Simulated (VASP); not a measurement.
Runs of VASP 6.6.1 on InPd. The structure is cubic, space group Fm-3m (No. 225). The conventional cell has a = 5.492 Å, b = 5.492 Å, c = 5.492 Å, α = 90.00°, β = 90.00°, γ = 90.00°. In (site symmetry m-3m) is surrounded by 6 Pd at 2.75 Å. Pd (site symmetry m-3m) has 6 In at 2.75 Å as nearest neighbours. The cell was built by a generator and needn't be a form met in nature.

| level | potentials or basis | gap on the mesh (eV) | pressure (GPa) | relaxed volume (Å³/atom) |
| --- | --- | --- | --- | --- |
| revPBE | VASP PAW PBE potentials, release 64 (In_d, Pd) | none | 0.0 | 21.28 |
| PBE | VASP PAW PBE potentials, release 64 (In_d, Pd) | none | 0.0 | (a) |
| PW91 | VASP PAW PBE potentials, release 64 (In_d, Pd) | none | 0.0 | 20.79 |
| BLYP | VASP PAW PBE potentials, release 64 (In_d, Pd) | none | 0.0 | 22.36 |
| RPBE | VASP PAW PBE potentials, release 64 (In_d, Pd) | none | 0.0 | 21.49 |
| LDA | VASP PAW LDA potentials, release 64 (In_d, Pd) | none | 0.0 | (b) |
| AM05 | VASP PAW PBE potentials, release 64 (In_d, Pd) | none | 0.0 | 19.62 |
| PBEsol | VASP PAW PBE potentials, release 64 (In_d, Pd) | none | 0.0 | 19.62 |

Alike in all rows: task relaxation of cell and atoms; no spin polarisation; cell relaxed; k mesh 8 × 8 × 8; cutoff (eV) 600; smearing fermi-dirac 0.05 eV.

Q: Fill in the values left out.

A: (a) 20.76; (b) 19.01.

Caveats: the PAW data sets were made with another functional, which shifts forces and pressure a little (some runs).

A k mesh can miss the band edges, and the runs leave out spin-orbit coupling on In, Pd.

A gap of «none» marks a metal or a gap under the smearing width.
